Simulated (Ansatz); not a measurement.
System: chalcopyrite CuInS2. Method: PBE-D4 in Ansatz (plane waves, PAW).

Numerical settings: plane-wave cutoff 520 eV, 10×10×10 k mesh, Fermi–Dirac smearing 0.01 eV, no spin polarisation, scalar-relativistic PAW data made under PBE.

Computed points:

| V (Å³/atom) | E − E_lowest (meV/atom) |
|---|---|
| 20.159 | 8.28 |
| 20.579 | 1.98 |
| 20.999 | 0.00 |
| 21.419 | 1.86 |
| 21.839 | 7.12 |

**Question.** Estimate the bulk modulus and its pressure derivative from these points.

**Answer.** V0 = 20.997 Å³/atom, B0 = 73.1 GPa, B′ = 5.0 (fit to the energies at full precision).

Shape and atoms are relaxed at each volume.

Spin–orbit coupling is not included.

Static lattice: no zero-point or thermal effects.

Ansatz is a first-principles code.
